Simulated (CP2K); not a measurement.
# KBr (Pm-3m) in CP2K: a series of runs

The runs below take KBr through single point, with PBE.

Everything below comes from runs of CP2K 2026.2. Logs are shortened: lines on timing, memory, paths and dates and some standing lists are left out, and cuts for length are marked.

### 1 The crystal as given

It takes space group Pm-3m (No. 221, cubic). The conventional cell has a = 4.043 Å, b = 4.043 Å, c = 4.043 Å, α = 90.00°, β = 90.00°, γ = 90.00°. Br (site symmetry m-3m) has 8 K at 3.50 Å as nearest neighbours. Around K (site symmetry m-3m) lie 8 Br at 3.50 Å.

Measurements of this composition are mostly on another form, of space group No. 225.

### 2 Single point, PBE

kbr_scf.inp

```
&GLOBAL
  PROJECT kbr_scf
  RUN_TYPE ENERGY_FORCE
  PRINT_LEVEL LOW
&END GLOBAL
&FORCE_EVAL
  METHOD QS
  STRESS_TENSOR ANALYTICAL
  &DFT
    BASIS_SET_FILE_NAME BASIS_MOLOPT_UCL
    POTENTIAL_FILE_NAME GTH_POTENTIALS
    &MGRID
      CUTOFF 500
      REL_CUTOFF 60
      NGRIDS 5
    &END MGRID
    &QS
      METHOD GPW
      EPS_DEFAULT 1.0E-9
    &END QS
    &KPOINTS
      SCHEME MONKHORST-PACK 7 7 7
      GAMMA_CENTERED T
      SYMMETRY T
      SYMMETRY_BACKEND SPGLIB
    &END KPOINTS
    &SCF
      SCF_GUESS ATOMIC
      EPS_SCF 1.0E-6
      MAX_SCF 100
      ADDED_MOS 10
      CHOLESKY OFF
      EPS_EIGVAL 1.0E-7
      &DIAGONALIZATION ON
        ALGORITHM STANDARD
      &END DIAGONALIZATION
      &MIXING ON
        METHOD BROYDEN_MIXING
        ALPHA 0.4
        BETA 1.5
        NBUFFER 8
      &END MIXING
      &SMEAR ON
        METHOD FERMI_DIRAC
        ELECTRONIC_TEMPERATURE [K] 580.226
      &END SMEAR
    &END SCF
    &XC
      &XC_FUNCTIONAL
        &GGA_X_PBE
        &END GGA_X_PBE
        &GGA_C_PBE
        &END GGA_C_PBE
      &END XC_FUNCTIONAL
    &END XC
    &PRINT
      &KPOINTS ON
      &END KPOINTS
      &MULLIKEN ON
      &END MULLIKEN
      &MO ON
        ENERGIES T
        OCCUPATION_NUMBERS T
        &EACH
          QS_SCF 0
        &END EACH
        ADD_LAST NUMERIC
      &END MO
      &LOWDIN ON
      &END LOWDIN
      &HIRSHFELD ON
        SHAPE_FUNCTION DENSITY
      &END HIRSHFELD
      &E_DENSITY_CUBE ON
        STRIDE 1
      &END E_DENSITY_CUBE
      &V_HARTREE_CUBE ON
        STRIDE 1
      &END V_HARTREE_CUBE
      &ELF_CUBE ON
        STRIDE 1
      &END ELF_CUBE
    &END PRINT
  &END DFT
  &SUBSYS
    &CELL
      A 4.0434990000 0.0000000000 0.0000000000
      B 0.0000000000 4.0434990000 0.0000000000
      C 0.0000000000 0.0000000000 4.0434990000
      PERIODIC XYZ
    &END CELL
    &COORD
      Br  2.0217495000 2.0217495000 2.0217495000
      K   0.0000000000 0.0000000000 0.0000000000
    &END COORD
    &KIND Br
      BASIS_SET TZVP-MOLOPT-SR-GTH-q7
      POTENTIAL GTH-PBE-q7
    &END KIND
    &KIND K
      BASIS_SET TZVP-MOLOPT-SR-GTH-q9
      POTENTIAL GTH-PBE-q9
    &END KIND
    &PRINT
      &ATOMIC_COORDINATES ON
      &END ATOMIC_COORDINATES
      &CELL ON
      &END CELL
    &END PRINT
  &END SUBSYS
  &PRINT
    &FORCES ON
    &END FORCES
    &STRESS_TENSOR ON
    &END STRESS_TENSOR
  &END PRINT
&END FORCE_EVAL
```

Potentials or basis: GTH_POTENTIALS Br GTH-PBE-q7, K GTH-PBE-q9; TZVP-MOLOPT-SR-GTH basis.

Launch:

```sh
$ OMP_NUM_THREADS=1 cp2k.psmp -i kbr_scf.inp -o kbr_scf.out
```

kbr_scf.out:

```text

 CP2K| version string:                                       CP2K version 2026.2
 CP2K| Input file name                                               kbr_scf.inp

 GLOBAL| Force Environment number                                              1
 GLOBAL| Basis set file name                                    BASIS_MOLOPT_UCL
 GLOBAL| Potential file name                                      GTH_POTENTIALS
 GLOBAL| MM Potential file name                                     MM_POTENTIAL
 GLOBAL| Coordinate file name                                      __STD_INPUT__
 GLOBAL| Method name                                                        CP2K
 GLOBAL| Project name                                                    kbr_scf
 GLOBAL| Run type                                                   ENERGY_FORCE
 GLOBAL| FFT library                                                       FFTW3
 GLOBAL| Diagonalization library                                       ScaLAPACK
 GLOBAL| Cholesky decomposition library                                ScaLAPACK
 GLOBAL| DGEMM library                                                      BLAS
 GLOBAL| Direct generalized diagonalization requested                          F
 GLOBAL| Matrix multiplication library                                 ScaLAPACK
 GLOBAL| Global print level                                                  LOW
 GLOBAL| Total number of message passing processes                             1
 GLOBAL| Number of threads for this process                                    1
 GLOBAL| CPU model name                                                  UNKNOWN

 CELL| Volume [angstrom^3]:                                            66.110740
 CELL| Vector a [angstrom]:       4.043     0.000     0.000   |a| =     4.043499
 CELL| Vector b [angstrom]:       0.000     4.043     0.000   |b| =     4.043499
 CELL| Vector c [angstrom]:       0.000     0.000     4.043   |c| =     4.043499
 CELL| Angle (b,c), alpha [degree]:                                    90.000000
 CELL| Angle (a,c), beta  [degree]:                                    90.000000
 CELL| Angle (a,b), gamma [degree]:                                    90.000000
 CELL| Numerically orthorhombic:                                             YES
 CELL| Periodicity                                                           XYZ

 CELL_REF| Volume [angstrom^3]:                                        66.110740
 CELL_REF| Vector a [angstrom     4.043     0.000     0.000   |a| =     4.043499
 CELL_REF| Vector b [angstrom     0.000     4.043     0.000   |b| =     4.043499
 CELL_REF| Vector c [angstrom     0.000     0.000     4.043   |c| =     4.043499
 CELL_REF| Angle (b,c), alpha [degree]:                                90.000000
 CELL_REF| Angle (a,c), beta  [degree]:                                90.000000
 CELL_REF| Angle (a,b), gamma [degree]:                                90.000000
 CELL_REF| Numerically orthorhombic:                                         YES
 CELL_REF| Periodicity                                                       XYZ

[... 9 lines left out ...]

  Total number of            - Atomic kinds:                                   2
                             - Atoms:                                          2
                             - Shell sets:                                     2
                             - Shells:                                        15
                             - Primitive Cartesian functions:                 10
                             - Cartesian basis functions:                     37
                             - Spherical basis functions:                     35

  Maximum angular momentum of- Orbital basis functions:                        2
                             - Local part of the GTH pseudopotential:          2
                             - Non-local part of the GTH pseudopotential:      4

 MODULE QUICKSTEP: ATOMIC COORDINATES IN ANGSTROM

   Atom Kind Element         X             Y             Z       Z(eff)     Mass
      1    1 Br   35      2.021749      2.021749      2.021749   7.0000  79.9040
      2    2 K    19      0.000000      0.000000      0.000000   9.0000  39.0983

 SCF PARAMETERS         Density guess:                                    ATOMIC
[... 9 lines left out ...]
                        --------------------------------------------------------
                        level_shift [a.u.]:                             0.000000
                        added MOs                                        10    0
                        --------------------------------------------------------
                        Mixing method:                            BROYDEN_MIXING
                                                charge density mixing in g-space
                        --------------------------------------------------------
                        Smear method:                                FERMI_DIRAC
                        Electronic temperature [K]:                        580.2
                        Electronic temperature [a.u.]:                  1.84E-03
                        Accuracy threshold:                             1.00E-10
                        --------------------------------------------------------
                        No outer SCF

[... 33 lines left out ...]
 *******************************************************************************

 Extrapolation method: initial_guess

 Number of electrons:                                                         16
 Number of occupied orbitals:                                                  8
 Number of molecular orbitals:                                                18

 Number of orbital functions:                                                 35
 Number of independent orbital functions:                                     35

 SCF WAVEFUNCTION OPTIMIZATION

  Step     Update method      Time    Convergence         Total energy    Change
  ------------------------------------------------------------------------------
     1 NoMix/Diag. 0.40E+00    0.8     0.97200914       -41.8134166242 -4.18E+01
     2 Broy./Diag. 0.40E+00    0.7     0.02064278       -41.4510352784  3.62E-01
     3 Broy./Diag. 0.40E+00    0.7     0.07250000       -41.6779305807 -2.27E-01
     4 Broy./Diag. 0.40E+00    0.7     0.01083830       -41.8569927405 -1.79E-01
     5 Broy./Diag. 0.40E+00    0.7     0.00543564       -41.8274311734  2.96E-02
     6 Broy./Diag. 0.40E+00    0.7     0.00361007       -41.8109854831  1.64E-02
     7 Broy./Diag. 0.40E+00    0.7     0.00061519       -41.8007818515  1.02E-02
     8 Broy./Diag. 0.40E+00    0.7     0.00115612       -41.8022433067 -1.46E-03
     9 Broy./Diag. 0.40E+00    0.7     0.00009942       -41.8024046090 -1.61E-04
    10 Broy./Diag. 0.40E+00    0.7     0.00007554       -41.8023221084  8.25E-05
    11 Broy./Diag. 0.40E+00    0.7     0.00001546       -41.8022334572  8.87E-05
    12 Broy./Diag. 0.40E+00    0.7     0.00000288       -41.8022006600  3.28E-05
    13 Broy./Diag. 0.40E+00    0.7     0.00000157       -41.8021949848  5.68E-06
    14 Broy./Diag. 0.40E+00    0.7     0.00000025       -41.8021933272  1.66E-06

  *** SCF run converged in    14 steps ***

  Electronic density on regular grids:        -15.9999999966        0.0000000034
  Core density on regular grids:               15.9999999846       -0.0000000154
  Total charge density on r-space grids:       -0.0000000121
  Total charge density g-space grids:          -0.0000000121

  Overlap energy of the core charge distribution:               0.00000000000000
  Self energy of the core charge distribution:                -84.76948492805039
  Core Hamiltonian energy:                                     19.72394560827681
  Hartree energy:                                              30.25395367423079
  Exchange-correlation energy:                                 -7.01060768161081
  Electronic entropic energy:                                  -0.00000000000000
  Fermi energy:                                                 0.10914524498683

  Total energy:                                               -41.80219332715360
  Total energy (extrapolated to T->0):                        -41.80219332715360

 MO| EIGENVALUES AND OCCUPATION NUMBERS FOR K POINT 1
 MO|
 MO|  Index      Eigenvalue [a.u.]        Eigenvalue [eV]             Occupation
 MO|      1              -1.026403             -27.929856               2.000000
 MO|      2              -0.413830             -11.260888               2.000000
 MO|      3              -0.410777             -11.177802               2.000000
 MO|      4              -0.410777             -11.177802               2.000000
 MO|      5              -0.410019             -11.157178               2.000000
 MO|      6              -0.007691              -0.209283               2.000000
[... 334 lines left out ...]
 MO|     17               0.528883              14.391647               0.000000
 MO|     18               0.664942              18.094001               0.000000
 MO| Sum:                                                              16.000000
 MO| E(Fermi):            0.109145 a.u.          2.969993 eV
 MO| Band gap:            0.234793 a.u.          6.389048 eV

 [... the levels of further k-points ...]

 The electron density is written in Cube    file format to the file:

 kbr_scf-ELECTRON_DENSITY-1_0.cube

 !-----------------------------------------------------------------------------!
                     Mulliken Population Analysis

 #  Atom  Element  Kind  Atomic population                           Net charge
       1     Br       1          7.611817                             -0.611817
       2     K        2          8.388183                              0.611817
 # Total charge                             16.000000                 -0.000000

 !-----------------------------------------------------------------------------!

 !-----------------------------------------------------------------------------!
                           Hirshfeld Charges

  #Atom  Element  Kind  Ref Charge     Population                    Net charge
      1       Br     1       7.000          7.232                        -0.232
      2       K      2       9.000          8.768                         0.232

  Total Charge                                                           -0.000
 !-----------------------------------------------------------------------------!

 LOWDIN POPULATION ANALYSIS

 #  Atom  Element  Kind  Atomic population                           Net charge
       1     Br       1          7.177004                             -0.177004
       2     K        2          8.822996                              0.177004
 # Total charge                             16.000000                 -0.000000

               ----- ELF is computed on the real space grid -----

 ELF is written in Cube    file format to the file:

 kbr_scf-ELF_S1-1_0.cube

 ENERGY| Total FORCE_EVAL ( QS ) energy [hartree]            -41.802193273915336

 FORCES| Atomic forces [hartree/bohr]
 FORCES|   Atom     x               y               z               |f|
 FORCES|      1  1.46944748E-10  1.46964995E-10  1.46378539E-10   2.54200994E-10
 FORCES|      2  1.38302285E-08  1.38302019E-08  1.38308107E-08   2.39549792E-08
 FORCES| Sum     1.39771732E-08  1.39771669E-08  1.39771893E-08
 FORCES| Total atomic force                                       2.42091798E-08

 STRESS| Analytical stress tensor [bar]
 STRESS|                        x                   y                   z
 STRESS|      x        7.11544945018E+01   3.96500960457E-03   3.96509025741E-03
 STRESS|      y        3.96500960457E-03   7.11544944877E+01   3.96503863664E-03
 STRESS|      z        3.96509025741E-03   3.96503863664E-03   7.11544944924E+01
 STRESS| 1/3 Trace                                             7.11544944940E+01
 STRESS| Determinant                                           3.60252504565E+05

 STRESS| Eigenvectors and eigenvalues of the analytical stress tensor [bar]
 STRESS|                        1                   2                   3
 STRESS| Eigenvalues   7.11505294025E+01   7.11505294932E+01   7.11624245863E+01
 STRESS|      x          -0.599977137364     -0.553798918031      0.577351013707
 STRESS|      y          -0.179617888384      0.796496642869      0.577347825899
 STRESS|      z           0.779592745485     -0.242692925907      0.577351967955
```

Run time: 14 s. Hardware: 1 thread of Arm Neoverse V1, shared host; peak memory 0.31 GiB.

What came out:

```
Free energy            : -1137.4955 eV
Pressure               : 0.0 GPa
Band gap on the k mesh : 3.84 eV, indirect (least direct gap 4.08 eV)
Mulliken charges       : Br -0.61; K +0.61 e
Hirshfeld charges      : Br -0.23; K +0.23 e
```

Levels at points of the mesh, in eV from the valence-band top:
```csv
k point,band 6,band 7,band 8,band 9,band 10,band 11
"(0.00, 0.00, 0.00)",-0.24,-0.24,-0.24,3.84,6.58,6.58
```

Caveat: Mulliken charges move with the basis; an odd mesh through Γ misses points on the zone boundary, where band edges often lie; the basis of atomic orbitals isn't converged, which shifts pressures, moduli and gaps.

### 3 Single point, PBE

kbr_scf.inp, as its differences from that of step 2:

```diff
@@ -9,4 +9,4 @@
   &DFT
-    BASIS_SET_FILE_NAME BASIS_MOLOPT_UCL
-    POTENTIAL_FILE_NAME GTH_POTENTIALS
+    BASIS_SET_FILE_NAME BASIS_MOLOPT_UZH
+    POTENTIAL_FILE_NAME POTENTIAL_UZH
     &MGRID
@@ -96,3 +96,3 @@
     &KIND Br
-      BASIS_SET TZVP-MOLOPT-SR-GTH-q7
+      BASIS_SET TZVP-MOLOPT-PBE-GTH-q7
       POTENTIAL GTH-PBE-q7
@@ -100,3 +100,3 @@
     &KIND K
-      BASIS_SET TZVP-MOLOPT-SR-GTH-q9
+      BASIS_SET TZVP-MOLOPT-PBE-GTH-q9
       POTENTIAL GTH-PBE-q9
```

Potentials or basis: POTENTIAL_UZH Br GTH-PBE-q7, K GTH-PBE-q9; TZVP-MOLOPT-PBE-GTH basis.

Launch:

```sh
$ OMP_NUM_THREADS=1 cp2k.psmp -i kbr_scf.inp -o kbr_scf.out
```

Wall time 17 s (1 thread of Arm Neoverse V1, shared host); peak memory 0.31 GiB.

It converged, with:

| Property | Result |
| --- | --- |
| Free energy | -1137.7123 eV |
| Pressure | 0.0 GPa |
| Band gap on the k mesh | 3.84 eV, indirect (least direct gap 4.08 eV) |
| Mulliken charges | Br -0.68; K +0.68 e |
| Hirshfeld charges | Br -0.23; K +0.23 e |

Levels at points of the mesh, in eV from the valence-band top:
```tsv
k point	band 4	band 5	band 6	band 7	band 8	band 9	band 10	band 11	band 12	band 13
(0.00, 0.00, 0.00)	-12.09	-12.09	-0.24	-0.24	-0.24	3.84	6.15	6.15	9.88	9.88
```

Caveat: Mulliken charges move with the basis; an odd mesh through Γ misses points on the zone boundary, where band edges often lie; the basis of atomic orbitals isn't converged, which shifts pressures, moduli and gaps.

[end of part 1 of 2]
